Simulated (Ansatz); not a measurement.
# AlNi (Pm-3m) in Ansatz: equation of state

How stiff is AlNi in PBEsol, and what volume does it want? The cell is scaled to several volumes.

Program: Ansatz 0.2.0. These are calculated values, not measurements. Logs are shortened: lines on timing, memory, paths and dates and some standing lists are left out, and cuts for length are marked.

## 1. The crystal as given

It takes space group Pm-3m (No. 221, cubic). Conventional cell: a = 2.881 Å, b = 2.881 Å, c = 2.881 Å, α = 90.00°, β = 90.00°, γ = 90.00°. Around Ni (site symmetry m-3m) lie 8 Al at 2.50 Å. Al (site symmetry m-3m) has 8 Ni at 2.50 Å as nearest neighbours.

## 2. Single point, PBEsol, collinear spin, ferromagnetic start, 11.24 Å³/atom (volume scaled by 0.94)

Input file input.yaml:

```yaml
crystal:
  lattice:
    - [2.8221875792, 0.0, 0.0]
    - [0.0, 2.8221875792, 0.0]
    - [0.0, 0.0, 2.8221875792]
  atoms:
    - { symbol: Ni, position: [0.5, 0.5, 0.5], spin: 1.0 }
    - { symbol: Al, position: [0.0, 0.0, 0.0] }
hamiltonian:
  xc: pbesol
  pseudopotentials: { kind: paw }
magnetization:
  spin_polarized: true
kpoints:
  mp_grid: { grid: [9, 9, 9] }
scf:
  occupations: { method: fermi_dirac, width: 0.05 }
output:
  forces: true
  stress: true
  eigenvalues: true
  write_density: true
  write_potential: true
  elf: true
  volumetric_format: npy
```

Potentials or basis: Ansatz PAW.

The run is started by

```
$ ansatz run input.yaml --threads 2 --pin off --max-ram 5632MiB --backend cpu --events-out ev --progress --plain --runs-dir out
```

The log of the run:

```text
Warning: RAYON_NUM_THREADS=2 ignored (pool sized by the plan → 2); use --threads N
Engine: ansatz 0.2.0, x86_64-unknown-linux-gnu
Pseudopotentials: kind: paw
Pseudopotential: Ni, paw, valence charge 18, recommended cutoff 420 eV (normal), Ni.paw.azcp
Pseudopotential: Al, paw, valence charge 3, recommended cutoff 420 eV (normal), Al.paw.azcp
Functional definition: PBEsol
  exchange = pbesol_x
  correlation = pbesol_c
Crystal: 2 atoms, lattice volume = 22.478 Å³
Basis set: ecut = 420 eV, 461 PW (Γ), exchange–correlation on 40×40×40 points (8 copies of the dense FFT grid, shifted against one another)
Bands: 15, of which v1, the nominal top of the filled ones, is band 11 counted from 1 (10 counted from 0)
Symmetry: 48 space group operations
Space group: Pm-3m (ITA 221), of the structure as read, at distance tolerance 2.8e-5 Å
Magnetic group: BNS 221.92 (UNI 1594), of the structure as read, at distance tolerance 2.8e-5 Å
k-points: 35 of 729
Non-local potential: Ni, projectors of the file, l = 0: 3, l = 1: 2, l = 2: 3, l = 3: 1
Non-local potential: Al, projectors of the file, l = 0: 2, l = 1: 2, l = 2: 1
PAW form: soft (Blöchl's): semilocal exchange-correlation on the pseudo side does not see the compensation charge
PAW frozen core: Ni, regenerated for the run's functional, and the local potential with it (the file was generated under x = pbe(κ = 0.804, μ = 0.2195149727645171), c = pbe(β = 0.06672455060314922))
PAW frozen core: Al, regenerated for the run's functional, and the local potential with it (the file was generated under x = pbe(κ = 0.804, μ = 0.2195149727645171), c = pbe(β = 0.06672455060314922))
PAW one-centre angular grid: Ni, 590 points (default); XC on 64 Gauss nodes
PAW one-centre angular grid: Al, 110 points (default); XC on 64 Gauss nodes
Initial density: superposition of atomic densities (chi_scale 0.1, normalization cell)
Starting moments: Σ|m| = 1 μB on 1 of 2 sites
Initial wavefunctions: pseudopotential atomic-orbital guess
Functional: x = pbesol(κ = 0.804, μ = 0.12345679012345678), c = pbesol(β = 0.046)
SCF iter   1: F=—  HF=-6329.711941 eV  |F-HF|=—  |Δ(HF+E_count)|=         —  Δρ=1.14e-1 (↑1.14e-1 ↓3.90e-2)  dr2=1.12e0  dr2_m=1.07e0  M=0.226 μB ∫|m|=0.265 μB  β_m=0.30  ethr=3.10e-3  ⟨swp⟩=4.5  Hψ=4772  notcnv=0
Mixer restart at iter 1: flushing history
preconditioner: auto → none  [metal: Δε(μ)=0.022 eV  Ē_g=9.600 eV  σ=0.050 eV  W_gap=0.11  n_scr=6 (ndim 8)  ℏωp=28.2 eV  f_vac=0.000  D(μ)=1.60/eV (n_scr^D=18)  sad-step TF]
SCF iter   2: F=—  HF=-6329.326186 eV  |F-HF|=—  |Δ(HF+E_count)|=   3.86e-1  Δρ=8.73e-2 (↑4.75e-2 ↓8.73e-2)  dr2=4.42e-1  dr2_m=8.97e-1  M=0.091 μB ∫|m|=0.123 μB  β_m=0.44  ethr=3.10e-3  ⟨swp⟩=2.4  Hψ=2291  notcnv=0  defer=14
SCF iter   3: F=—  HF=-6330.281043 eV  |F-HF|=—  |Δ(HF+E_count)|=   9.55e-1  Δρ=5.14e-2 (↑5.14e-2 ↓3.50e-2)  dr2=7.06e-2  dr2_m=3.75e-1  M=0.058 μB ∫|m|=0.084 μB  β_m=0.36  ethr=2.10e-3  ⟨swp⟩=2.9  Hψ=2104  notcnv=0  defer=17
SCF iter   4: F=—  HF=-6330.711635 eV  |F-HF|=—  |Δ(HF+E_count)|=   4.31e-1  Δρ=1.83e-2 (↑1.19e-2 ↓1.83e-2)  dr2=1.29e-2  dr2_m=4.63e-2  M=0.016 μB ∫|m|=0.028 μB  β_m=0.61  ethr=3.36e-4  ⟨swp⟩=2.5  Hψ=1989  notcnv=0  defer=17
SCF iter   5: F=—  HF=-6330.833656 eV  |F-HF|=—  |Δ(HF+E_count)|=   1.22e-1  Δρ=7.40e-3 (↑1.83e-3 ↓7.40e-3)  dr2=1.32e-2  dr2_m=1.69e-3  M=0.003 μB ∫|m|=0.006 μB  β_m=0.75  ethr=6.14e-5  ⟨swp⟩=2.3  Hψ=1838  notcnv=0  defer=17
SCF iter   6: F=—  HF=-6330.840600 eV  |F-HF|=—  |Δ(HF+E_count)|=   6.94e-3  Δρ=9.19e-4 (↑9.19e-4 ↓8.94e-4)  dr2=1.65e-6  dr2_m=1.68e-4  M=0.001 μB ∫|m|=0.002 μB  β_m=0.77  ethr=6.14e-5  ⟨swp⟩=2.3  Hψ=1892  notcnv=0  defer=19
SCF iter   7: F=—  HF=-6330.840624 eV  |F-HF|=—  |Δ(HF+E_count)|=   2.46e-5  Δρ=3.80e-4 (↑3.80e-4 ↓2.23e-4)  dr2=3.10e-6  dr2_m=1.82e-5  M=0.000 μB ∫|m|=0.001 μB  β_m=0.88  ethr=7.85e-9  ⟨swp⟩=2.2  Hψ=2039  notcnv=0  defer=19
SCF iter   8: F=—  HF=-6330.840635 eV  |F-HF|=—  |Δ(HF+E_count)|=   1.09e-5  Δρ=8.38e-5 (↑6.03e-6 ↓8.38e-5)  dr2=1.07e-6  dr2_m=3.72e-7  M=0.000 μB ∫|m|=0.000 μB  β_m=0.94  ethr=7.85e-9  ⟨swp⟩=2.3  Hψ=1553  notcnv=0  defer=19
SCF iter   9: F=—  HF=-6330.840635 eV  |F-HF|=—  |Δ(HF+E_count)|=   9.77e-8  Δρ=2.41e-5 (↑2.41e-5 ↓1.04e-5)  dr2=1.97e-7  dr2_m=1.04e-8  M=0.000 μB ∫|m|=0.000 μB  β_m=0.97  ethr=5.11e-9  ⟨swp⟩=2.1  Hψ=1419  notcnv=0  defer=19
SCF iter  10: F=—  HF=-6330.840635 eV  |F-HF|=—  |Δ(HF+E_count)|=   2.81e-9  Δρ=6.11e-6 (↑6.11e-6 ↓2.88e-6)  dr2=1.10e-8  dr2_m=5.61e-10  M=0.000 μB ∫|m|=0.000 μB  β_m=0.95  ethr=9.37e-10  ⟨swp⟩=1.8  Hψ=1265  notcnv=0  defer=19
SCF iter  11: F=—  HF=-6330.840635 eV  |F-HF|=—  |Δ(HF+E_count)|=   1.31e-9  Δρ=8.73e-7 (↑8.73e-7 ↓7.71e-7)  dr2=4.25e-10  dr2_m=6.29e-13  M=0.000 μB ∫|m|=0.000 μB  β_m=0.94  ethr=5.24e-11  ⟨swp⟩=2.2  Hψ=1332  notcnv=0  defer=19
SCF iter  12: F=-6330.840635 eV  HF=-6330.840635 eV  |F-HF|=3.64e-11  |Δ(HF+E_count)|=  2.55e-11  Δρ=2.65e-7 (↑2.65e-7 ↓2.53e-7)  dr2=4.36e-11  dr2_m=2.34e-14  M=0.000 μB ∫|m|=0.000 μB  ethr=2.02e-12  ⟨swp⟩=5.2  Hψ=4846  notcnv=0
SCF 1 converged in 12 iterations: F = -6330.840635 eV  dr2 = 4.36e-11
WARN: the starting moments were not kept: the SCF closed with an absolute magnetisation of 1.1e-7 μB, where they sum to 1 μB in size (1 site). That is at most 0.1 of that sum. Measured as dr2_m measures the in/out step, that magnetisation stands 9.6e-15 eV from none, at or under the dr2_threshold of 1.0e-7 eV: it is no larger than a step whose dr2_m would equal this threshold. The system may hold no moment; this SCF shows only that its start led to no more than that. To try another start: raise the starting moments (crystal.atoms[].spin, magnetization.per_species, magnetization.initial_magnetization, or on a non-collinear deck that types none of these the spinor_matrix: blocks that start its atoms; where the total moment is fixed, keep their sum and leave initial_magnetization as it is; typed ones take the place of any that the run laid by itself, positive ones on a crystal's lanthanoids without a Hubbard term where scf.initial_density.shell_occupations: [] is typed) or, if the notice of its spin-set hold's release reads "site moments contracting" or "site moments show no strong build", lengthen the hold (scf.mixing.spin_hold: { on: { confirm: 4 } }; for m-r²SCAN on two components see the key's manual first). Each may lead to a state that holds a moment. A second SCF, from the converged charge density, with the starting moments and any scf.initial_density.shell_occupations laid on it anew, would have followed, and was not run: the deck does not ask for one (magnetization.retry_lost_moments is false, the default). To let it run, set magnetization.retry_lost_moments: true and run the deck again, where that key's refused combinations let it; where memory then withholds it, that run's warning says so.
SCF converged after 12 iterations
Magnetization: 0.0000 μB (10.5000 up, 10.5000 down)
Absolute magnetization: 0.0000 μB (∫|ρ↑−ρ↓|, with the PAW one-centre terms)
Spin contamination: 0.0000 ħ² per cell (⟨S²⟩ above its minimum at these occupations)
Per-site moments (μB) at R_I (Å): [(2.3200843432141986e-8, 1.0081855318557444), (1.8002012838780125e-8, 1.0081855318557444)]
Free energy (F): -6330.840635 eV
Harris-Foulkes:  -6330.840635 eV  (|F-HF|=3.64e-11)
Internal energy: -6330.834632 eV  (E = F + TS)
E sigma→0 (E₀):  -6330.837634 eV
Entropy (-TS):   -0.006003 eV (-3.002 meV/atom)
Fermi energy:    14.966392 eV
--- Per-component energies (eV) ---
  E_band       = -318.772636
  E_kinetic    = 313.796984
  E_local      = -4358.797924  (includes V_loc(G=0)·N_el)
  E_nonlocal   = 648.397073
  E_hartree    = 1876.061545
  E_xc         = -126.712924
  E_vxc        = -142.184614  (∫ρ·V_xc dr)
  E_paw        = -2052.466341  (= ΣΔE_a)
  E_vpaw       = -532.108409  (= ΣTr[D̂ρ^β])
  E_aug_tail   = 0.000587  (compensation charges beyond the density's cutoff)
  E_ewald      = -2631.330061
  E_core_change = 0.216428  (= ΣΔE_core)
  E_smearing   = -0.006003  (= −TS)
  E_closure    = -0.000000  (closes the sum)
  Σ components = -6330.840635   (vs F -6330.840635, Δ=0.00e0)
--- Forces (eV/Å), atoms counted from 1 ---
  atom   1  Ni     0.00000000     0.00000000     0.00000000
  atom   2  Al    -0.00000000    -0.00000000     0.00000000
  max |Σ_I F_I| component: 6.11e-30 eV/Å
--- Stress (GPa, compression-positive) ---
        7.929626       0.000000       0.000000
       -0.000000       7.929626       0.000000
        0.000000       0.000000       7.929626
  P = ⅓ Tr σ = 7.9296 GPa (79.296 kbar)
--- Band table (eV; the first three rows and the last of 70) ---
  k-point 0 ↑: bands = ["-88.2201", "-48.7675", "-48.7675", "-48.7675", "3.3231", "11.3753", "11.3753", "13.2657", "13.2657", "13.2657", "20.6788", "20.6788", "20.6788", "23.2533", "23.2533"]
  k-point 1 ↑: bands = ["-88.2199", "-48.7710", "-48.7672", "-48.7672", "3.5604", "11.3548", "11.4332", "13.1612", "13.1612", "13.2772", "18.7493", "20.9890", "20.9890", "23.2533", "24.9598"]
  k-point 2 ↑: bands = ["-88.2193", "-48.7799", "-48.7665", "-48.7665", "4.2629", "11.1375", "11.5841", "12.9166", "12.9166", "13.3065", "16.3303", "21.8534", "21.8534", "23.2531", "26.7424"]
  k-point 34 ↓: bands = ["-88.2144", "-48.7914", "-48.7914", "-48.7914", "10.3487", "10.5816", "10.5816", "13.7157", "13.7157", "15.6065", "16.8431", "16.8431", "19.0203", "20.0715", "20.0715"]
```

It took 1.6 s on 2 threads of AMD EPYC 7R43 (Zen 3), shared host; peak memory 0.36 GiB.

What came out:

```
Free energy            : -6330.8406 eV
Pressure               : 7.9 GPa
Band gap on the k mesh : none (metal or under the smearing width)
Net moment             : 0.00 μB per cell
Absolute moment        : 0.00 μB per cell
```

Caveat: the PAW data sets come from PBE, with cores solved anew for the run's functional, which leaves a small shift of forces and pressure; the starting moments weren't kept.

(Part 1 of 2 ends here.)
